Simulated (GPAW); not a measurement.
A run of GPAW 26.7.0:

The input run.py:

```python
from ase.eos import EquationOfState
from ase.io import Trajectory, read
from ase.units import GPa
from gpaw import GPAW, PW, setup_paths

setup_paths.insert(0, '.')

atoms = read('P.cif')

traj = Trajectory('eos.traj', 'w')
volumes, energies = [], []
for x in [0.94, 0.96, 0.98, 1.0, 1.02, 1.04, 1.06]:
    a = atoms.copy()
    a.set_cell(atoms.cell * x**(1 / 3), scale_atoms=True)
    calc = GPAW(mode=PW(600),
                xc='PBE',
                kpts={'size': (5, 5, 4), 'gamma': True},
                occupations={'name': 'fermi-dirac', 'width': 0.05},
                setups={'P': 'jth'},
                nbands=-11,
                convergence={'density': 1e-05, 'energy': 1e-05},
                maxiter=150,
                txt=f'eos-{x:.2f}.txt')
    a.calc = calc
    energies.append(a.get_potential_energy(force_consistent=True))
    volumes.append(a.get_volume())
    p = -a.get_stress()[:3].mean() / GPa
    calc.write(f'eos-{x:.2f}.gpw')
    traj.write(a)
    print(f'{x:.2f} {volumes[-1]:10.4f} A^3 {energies[-1]:14.6f} eV {p:9.3f} GPa', flush=True)

v0, e0, B = EquationOfState(volumes, energies, eos='birchmurnaghan').fit()
print(f'V0 = {v0:.4f} A^3, E0 = {e0:.6f} eV, B0 = {B / GPa:.2f} GPa')
```

The input P.cif:

```cif
data_P
_cell_length_a 5.70803773
_cell_length_b 5.70803773
_cell_length_c 4.54363559
_cell_angle_alpha 90.00000000
_cell_angle_beta 90.00000000
_cell_angle_gamma 146.44322359
_space_group_name_H-M_alt 'P1'
_space_group_name_Hall 'P 1'
_space_group_IT_number 1
loop_
_space_group_symop_operation_xyz
'x,y,z'
loop_
_atom_site_label
_atom_site_type_symbol
_atom_site_symmetry_multiplicity
_atom_site_Wyckoff_symbol
_atom_site_fract_x
_atom_site_fract_y
_atom_site_fract_z
_atom_site_occupancy
P1 P 1 a 0.9041431300 0.0958568700 0.5888151700 1
P2 P 1 a 0.0958568700 0.9041431300 0.4111848300 1
P3 P 1 a 0.5958568700 0.4041431300 0.0888151700 1
P4 P 1 a 0.4041431300 0.5958568700 0.9111848300 1
```

Potentials or basis: JTH PAW 2.0, PBE, pw.

The run is started by

```console
$ OMP_NUM_THREADS=1 python run.py
```

Hardware: 1 thread of Arm Neoverse V1, with other jobs on the host.

Task: How long does it take, and how much memory?

Result: Run time: 6.1 min on 1 thread of Arm Neoverse V1, on a shared host, peak memory 0.34 GiB. Counts: scf iterations 77, plane waves 2602, bands 21, k points 33.
